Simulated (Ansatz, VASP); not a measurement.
## C in VASP and in Ansatz

The input INCAR:

```
SYSTEM = C
ALGO = Normal
EDIFF = 1E-6
ENCUT = 520
GGA = PE
ISIF = 2
ISMEAR = 0
IVDW = 12
LASPH = .True.
LCHARG = .False.
LREAL = .False.
LWAVE = .False.
NBANDS = 11
NELM = 80
PREC = Accurate
SIGMA = 0.05
```

The input KPOINTS:

```
k-points
0
Gamma
  15 15 15
  0 0 0
```

The input POSCAR:

```
C
1.0
    1.2324984681      0.7115833223      3.3613878357
   -1.2324984681      0.7115833223      3.3613878357
    0.0000000000     -1.4231666447      3.3613878357
C
2
Direct
    0.1647114427      0.1647114427      0.1647114427
    0.8352885573      0.8352885573      0.8352885573
```

Input for Ansatz:

```yaml
crystal:
  lattice:
    - [1.2324984681, 0.7115833223, 3.3613878357]
    - [-1.2324984681, 0.7115833223, 3.3613878357]
    - [0.0, -1.4231666447, 3.3613878357]
  atoms:
    - { symbol: C, position: [0.1647114427, 0.1647114427, 0.1647114427] }
    - { symbol: C, position: [0.8352885573, 0.8352885573, 0.8352885573] }
basis:
  ecutwfc: 520.0
kpoints:
  mp_grid: { grid: [15, 15, 15] }
hamiltonian:
  xc: pbe
  dispersion: d3bj
scf:
  occupations: { method: gaussian, width: 0.05 }
output:
  forces: true
  stress: true
  eigenvalues: true
```

Change from the starting cell: mode 4 frozen in at -0.019 Å, equal normal strain along x, y and z +0.0000.

Alike in both runs: task single point; functional PBE; dispersion D3(BJ); k mesh 15 × 15 × 15; occupations gaussian, width 0.05 eV; no spin polarisation.

|  | VASP | Ansatz |
| --- | --- | --- |
| version | VASP 6.6.1 | Ansatz 0.2.0 |
| potentials or method | VASP PAW PBE potentials, release 64 (C) | scalar-relativistic, plane waves, PAW |
| plane-wave cutoff (eV) | 520 | 520 |
| valence electrons in the cell | 8 | 8 |

```tsv
	VASP	Ansatz	Ansatz less VASP
gap on the k mesh at the Fermi level (eV)	0.71	0.71	0.000
least direct gap on the mesh (eV)	0.71	0.71	0.000
pressure (GPa)	0.3	-0.1	-0.43
largest component of the traceless stress (GPa)	0.74	0.22	-0.522
rms of the force components (eV/Å)	0.364	0.365	+0.0013
```

Atom by atom the forces differ by 0.001 eV/Å (rms over components).

Caveats: an odd mesh through Γ misses points on the zone boundary, where band edges often lie.
